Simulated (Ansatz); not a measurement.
**Lu (fcc type): how the settings move a single-point run**

Aim: see which settings change the result for Lu (fcc type), by how much, and at what cost.

Method: reference: DFT, PBE, PAW with Ansatz's default frozen-core files, scalar-relativistic, in Ansatz 0.2.0.

## Step 1: Starting point

Symmetry: Fm-3m, No. 225, cubic system. The conventional cell has a = 4.606 Å, b = 4.606 Å, c = 4.606 Å, α = 90.00°, β = 90.00°, γ = 90.00°. Around Lu (site symmetry m-3m) lie 12 Lu at 3.26 Å.

As a file:

```cif
data_structure
_symmetry_space_group_name_H-M 'P 1'
_symmetry_Int_Tables_number 1
_cell_length_a 3.2571
_cell_length_b 3.2571
_cell_length_c 3.2571
_cell_angle_alpha 60.000
_cell_angle_beta 60.000
_cell_angle_gamma 60.000
_cell_volume 24.43
loop_
_atom_site_label
_atom_site_type_symbol
_atom_site_fract_x
_atom_site_fract_y
_atom_site_fract_z
_atom_site_occupancy
Lu1 Lu 0.00000 0.00000 0.00000 1
```

## Step 2: Reference

File input.yaml:

```yaml
crystal:
  lattice:
    - [0.0, 2.3031032438, 2.3031032438]
    - [2.3031032438, 0.0, 2.3031032438]
    - [2.3031032438, 2.3031032438, 0.0]
  atoms:
    - { symbol: Lu, position: [0.0, 0.0, 0.0] }
kpoints:
  mp_grid: { grid: [15, 15, 15] }
scf:
  occupations: { method: fermi_dirac, width: 0.1 }
hamiltonian:
  xc: pbe
  pseudopotentials: { kind: paw }
output:
  forces: true
  stress: true
  eigenvalues: true
  populations: true
  write_density: true
  write_potential: true
  elf: true
  volumetric_format: npy
```

Run with:

```sh
ansatz run input.yaml --threads 1 --pin off --max-ram 2048MiB --backend cpu --events-out ev --progress --plain --runs-dir out
```

The main lines of its log:

```text
[...]
Basis set: ecut = 420 eV, 531 PW (Γ), exchange–correlation on 48×48×48 points (8 copies of the dense FFT grid, shifted against one another)
[...]
k-points: 120 of 3375
[...]
SCF iter   1: F=—  HF=-14732.288210 eV  |F-HF|=—  |Δ(HF+E_count)|=         —  Δρ=2.68e-3  dr2=1.26e-3  ethr=1.77e-3  ⟨swp⟩=5.2  Hψ=11639  notcnv=0
preconditioner: auto → Kerker (q_TF=auto, 2.739 Å⁻¹)  [metal: Δε(μ)=0.076 eV  Ē_g=14.189 eV  σ=0.100 eV  W_gap=0.19  n_scr=14 (ndim 8)  ℏωp=36.0 eV  f_vac=0.000  D(μ)=1.12/eV (n_scr^D=14)]
SCF iter   2: F=—  HF=-14732.284399 eV  |F-HF|=—  |Δ(HF+E_count)|=   3.81e-3  Δρ=1.88e-3  dr2=6.91e-4  ethr=5.02e-6  ⟨swp⟩=3.6  Hψ=5954  notcnv=0
[...]
SCF iter   6: F=—  HF=-14732.283988 eV  |F-HF|=—  |Δ(HF+E_count)|=   1.55e-6  Δρ=3.51e-5  dr2=2.99e-7  ethr=1.15e-8  ⟨swp⟩=2.2  Hψ=3593  notcnv=0
SCF iter   7: F=-14732.283987 eV  HF=-14732.283987 eV  |F-HF|=2.01e-8  |Δ(HF+E_count)|=   3.05e-7  Δρ=5.31e-6  dr2=6.25e-9  ethr=4.00e-10  ⟨swp⟩=14.5  Hψ=23602  notcnv=0
[...]
SCF converged after 7 iterations
Free energy (F): -14732.283987 eV
[...]
E sigma→0 (E₀):  -14732.265288 eV
[...]
Fermi energy:    16.724911 eV
[...]
  P = ⅓ Tr σ = 9.7975 GPa (97.975 kbar)
[...]
```

It took 4.8 s on 1 thread of Arm Neoverse V1, shared host; peak memory 0.33 GiB.

## Step 3: The same system, input altered

Edit input.yaml of step 2 so:

```diff
@@ -11,2 +11,3 @@
   occupations: { method: fermi_dirac, width: 0.1 }
+  convergence: { dr2_threshold: 0.0001 }
 hamiltonian:
```

Run with:

```sh
ansatz run input.yaml --threads 1 --pin off --max-ram 2048MiB --backend cpu --events-out ev --progress --plain --runs-dir out
```

Log:

```text
Warning: scf.convergence.dr2_threshold = 1e-4 eV is looser than this run's default, which is 1e-7 eV or tighter. The error in the forces grows as the threshold's square root, so leave the key out unless less accurate forces are enough
Warning: output.stress: scf.convergence.dr2_threshold = 1e-4 eV is looser than the 1e-10 eV advised for a printed stress (1e-10 eV for each atom of the cell: 1). What an SCF threshold leaves in a stress goes as its square root, and in the free energy as the threshold itself, and one threshold admits the most on a small cell: of the crystals measured, under no hybrid functional and no lock of the moments, on runs that ended without the residual-converged pass, on stresses that held no estimate of that error, the worst erred by over 100 MPa in a component at 1e-7 eV an atom and by under 5 at 1e-10. Set scf.convergence.dr2_threshold to 1e-10 eV or tighter. The threshold is an SCF's pass mark: one that does not reach it within its budget of iterations ends unconverged, or closes short of it on a stop that the run arms, and scf.convergence.dr2_threshold's page says what that costs each kind of run
Lu: projections on atomic orbitals take those of the free atom [Kr 4d10] 4f14 5s2 5p6 5d1 6s2, of charge +0.00 (hamiltonian.pseudopotentials.projection_atoms); the dataset's partial waves leave at most 5.1e-5 of an orbital's norm unspanned inside its sphere
Engine: ansatz 0.2.0
Pseudopotentials: kind: paw
Pseudopotential: Lu, paw, valence charge 25, recommended cutoff 420 eV (normal)
Functional definition: PBE
  parameter kappa = 0.804
  parameter beta = 0.06672455060314922
  exchange = pbe_x(kappa = kappa, mu = beta*pi^2/3)
  correlation = pbe_c(beta = beta)
Crystal: 1 atoms, lattice volume = 24.433 Å³
Basis set: ecut = 420 eV, 531 PW (Γ), exchange–correlation on 48×48×48 points (8 copies of the dense FFT grid, shifted against one another)
Bands: 17, of which v1, the nominal top of the filled ones, is band 13 counted from 1 (12 counted from 0)
Symmetry: 48 space group operations
Space group: Fm-3m (ITA 225), of the structure as read, at distance tolerance 2.9e-5 Å
k-points: 120 of 3375
Non-local potential: Lu, projectors of the file, l = 0: 3, l = 1: 2, l = 2: 2, l = 3: 3
PAW form: soft (Blöchl's): semilocal exchange-correlation on the pseudo side does not see the compensation charge
PAW one-centre angular grid: Lu, 590 points (default); XC on 64 Gauss nodes
Initial density: superposition of atomic densities (neutral atoms: chi_scale 0, normalization atom), corrected by the library's trained network
Initial wavefunctions: pseudopotential atomic-orbital guess
Functional: x = pbe(κ = 0.804, μ = 0.2195149727645171), c = pbe(β = 0.06672455060314922)
SCF iter   1: F=—  HF=-14732.288210 eV  |F-HF|=—  |Δ(HF+E_count)|=         —  Δρ=2.68e-3  dr2=1.26e-3  ethr=1.77e-3  ⟨swp⟩=5.2  Hψ=11639  notcnv=0
preconditioner: auto → Kerker (q_TF=auto, 2.739 Å⁻¹)  [metal: Δε(μ)=0.076 eV  Ē_g=14.189 eV  σ=0.100 eV  W_gap=0.19  n_scr=14 (ndim 8)  ℏωp=36.0 eV  f_vac=0.000  D(μ)=1.12/eV (n_scr^D=14)]
SCF iter   2: F=—  HF=-14732.284399 eV  |F-HF|=—  |Δ(HF+E_count)|=   3.81e-3  Δρ=1.88e-3  dr2=6.91e-4  ethr=5.02e-6  ⟨swp⟩=3.6  Hψ=5954  notcnv=0
SCF iter   3: F=—  HF=-14732.284068 eV  |F-HF|=—  |Δ(HF+E_count)|=   3.30e-4  Δρ=7.03e-4  dr2=1.12e-4  ethr=2.76e-6  ⟨swp⟩=3.4  Hψ=4274  notcnv=0
iter 4 did not close the SCF: its close was put off for the readings that it lacked (scf_convergence_deferred on its scf_iter line)
SCF iter   4: F=-14732.283951 eV  HF=-14732.284004 eV  |F-HF|=5.24e-5  |Δ(HF+E_count)|=   6.47e-5  Δρ=4.72e-4  dr2=5.63e-5  ethr=4.48e-7  ⟨swp⟩=2.0  Hψ=3142  notcnv=0
iter 5 did not close the SCF: its close was put off for the readings that it lacked (scf_convergence_deferred on its scf_iter line)
SCF iter   5: F=-14732.283984 eV  HF=-14732.283989 eV  |F-HF|=5.48e-6  |Δ(HF+E_count)|=   1.43e-5  Δρ=9.44e-5  dr2=2.87e-6  ethr=2.25e-7  ⟨swp⟩=2.5  Hψ=3992  notcnv=0
SCF iter   6: F=-14732.283987 eV  HF=-14732.283988 eV  |F-HF|=1.01e-6  |Δ(HF+E_count)|=   1.54e-6  Δρ=3.38e-5  dr2=2.81e-7  ethr=1.15e-8  ⟨swp⟩=13.1  Hψ=22595  notcnv=0
SCF 1 converged in 6 iterations: F = -14732.283987 eV  dr2 = 2.81e-7
  Residual-converged pass: ⟨swp⟩=1.0  Hψ=2520  notcnv=0  max |occ|·‖R‖ = 7.0e-9 eV (tolerance 1.0e-8 eV)  dr2=2.81e-7  dr2_onsite=1.16e-6  max |Δocc| = 2.2e-11
SCF converged after 6 iterations
Free energy (F): -14732.283987 eV
Harris-Foulkes:  -14732.283988 eV  (|F-HF|=1.01e-6)
Internal energy: -14732.246589 eV  (E = F + TS)
E sigma→0 (E₀):  -14732.265288 eV
Entropy (-TS):   -0.037398 eV (-37.398 meV/atom)
Fermi energy:    16.725013 eV
--- Per-component energies (eV) ---
  E_band       = 77.500287
  E_kinetic    = 423.051534
  E_local      = -6303.799228  (includes V_loc(G=0)·N_el)
  E_nonlocal   = 576.300025
  E_hartree    = 2645.725520
  E_xc         = -219.649419
  E_vxc        = -260.275457  (∫ρ·V_xc dr)
  E_paw        = -7374.837603  (= ΣΔE_a)
  E_vpaw       = 350.748216  (= ΣTr[D̂ρ^β])
  E_aug_tail   = 0.000037  (compensation charges beyond the density's cutoff)
  E_ewald      = -4479.037456
  E_smearing   = -0.037398  (= −TS)
  E_closure    = -0.000000  (closes the sum)
  Σ components = -14732.283987   (vs F -14732.283987, Δ=0.00e0)
--- Forces (eV/Å), atoms counted from 1 ---
  atom   1  Lu    -0.00000000    -0.00000000    -0.00000000
  max |Σ_I F_I| component: 1.18e-30 eV/Å
--- Stress (GPa, compression-positive) ---
        9.795856       0.000000      -0.000000
        0.000000       9.795856      -0.000000
        0.000000      -0.000000       9.795856
  P = ⅓ Tr σ = 9.7959 GPa (97.959 kbar)
--- Band table (eV; the first three rows and the last of 120) ---
  k-point 0: bands = ["-39.1004", "-9.4089", "-9.4089", "-9.4089", "10.2086", "11.9937", "12.0777", "12.0777", "12.0777", "12.2007", "12.2007", "12.2007", "19.1358", "19.1358", "19.1358", "22.0448", "22.0448"]
  k-point 1: bands = ["-39.0976", "-9.4503", "-9.4140", "-9.4140", "10.3596", "11.9973", "12.0761", "12.0809", "12.0809", "12.1945", "12.1945", "12.2010", "18.9611", "19.2122", "19.2122", "21.9507", "21.9507"]
  k-point 2: bands = ["-39.0895", "-9.5655", "-9.4283", "-9.4283", "10.7942", "12.0072", "12.0723", "12.0897", "12.0897", "12.1779", "12.1779", "12.2015", "18.5305", "19.3943", "19.3943", "21.7653", "21.7653"]
  k-point 119: bands = ["-39.0126", "-10.0082", "-9.9682", "-9.7266", "12.0707", "12.0867", "12.0927", "12.1238", "12.1306", "12.1450", "12.1623", "15.6684", "16.8411", "17.3102", "20.0991", "24.6566", "25.6873"]
--- Löwdin populations: 1 site ---
  site symbol       q [e]
     0     Lu     24.9687
  spilling = 0.001251 (of n_electrons = 25.000000)
```

Run time: 4.9 s. Hardware: 1 thread of Arm Neoverse V1, shared host; peak memory 0.33 GiB.

## Step 4: Checking the result

This run ends as converged, with warnings (force scf threshold loose, stress scf threshold loose). Its log warns: «scf.convergence.dr2_threshold = 1e-4 eV is looser than this run's default, which is 1e-7 eV or tighter. The error in the forces grows as the threshold's square root ...»

The threshold asked is loose, but the program put off the close and ended at dr2 = 2.8e-7, so little accuracy was lost here.

To undo it: delete scf.convergence.dr2_threshold (the default then holds).

The changed convergence setting doesn't alter the result here (within 0.5 meV/atom). Cost: 6 SCF cycles against 7.

## Step 5: All runs together

| run | ending | energy change | pressure (GPa) | gap (eV) | force (eV/Å) | cycles | time |
| --- | --- | --- | --- | --- | --- | --- | --- |
| reference | converged | 0 | 9.8 | 0.00 | 0.00 | 7 | 4.8 s |
| 1: dr2_threshold 0.0001 | converged | 0.0 meV/atom | 9.8 | 0.00 | 0.00 | 6 | 4.9 s |

Residual by cycle in the longest SCF loop of each run; runs are numbered as in the table. The quantity is the density residual dr2, in eV.

| cycle | reference | run 1 |
| --- | --- | --- |
| 1 | 0.00126 | 0.00126 |
| 2 | 6.9e-4 | 6.9e-4 |
| 3 | 1.1e-4 | 1.1e-4 |
| 4 | 5.6e-5 | 5.6e-5 |
| 5 | 2.9e-6 | 2.9e-6 |
| 6 | 3.0e-7 | 2.8e-7 |
| 7 | 6.2e-9 | - |

**Reading.** Same state: the changed convergence setting leaves the energy within 0.5 meV/atom. Cost: 6 SCF cycles against 7.
